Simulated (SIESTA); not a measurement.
Crystal: ZrC.

```
CELL_PARAMETERS angstrom
0.00000 2.36500 2.36500
2.36500 0.00000 2.36500
2.36500 2.36500 0.00000
ATOMIC_POSITIONS crystal
Zr 0.50000 0.50000 0.50000
C 0.00000 0.00000 0.00000
```

- Program: SIESTA 5.4.2
- Task: single point
- Functional: PBE
- Potentials or basis: PseudoDojo 0.4 standard (PBE files)
- Basis: DZP (energy shift 0.003 Ry; two zetas on semicore shells)
- Grid cutoff: 800 Ry
- Energy shift: 0.003 Ry
- k mesh: 10 × 10 × 10
- Occupations: fermi-dirac, width 0.05 eV
- Spin: no spin polarisation

On this cell: pressure -0.9 GPa; largest force zero by symmetry; band gap on the k mesh none (metal or under the smearing width).

The same run follows on a disturbed copy (atoms moved at random, drawn with an rms of 0.05 Å):

```
Zr C
1.0
     0.00000    2.36500    2.36500
     2.36500    0.00000    2.36500
     2.36500    2.36500    0.00000
Zr C
1 1
Cartesian
  2.3705 2.3569 2.3320
  0.0399 0.0252 -0.0370
```

What changes?

The energy (extrapolated to zero smearing) moves by +4.3 meV/atom; pressure -0.8 GPa; largest force 0.349 eV/Å; band gap on the k mesh none (metal or under the smearing width).

Forces in eV/Å, atoms in the order of the input:
```
Zr   0.250  0.242 -0.029
C   -0.250 -0.241  0.030
```

Stress tensor (GPa, compression positive):
```
-0.67 -0.14  0.02
-0.14 -0.72  0.01
 0.02  0.01 -1.01
```

Caveats: the basis of atomic orbitals isn't converged, which shifts pressures, moduli and gaps.
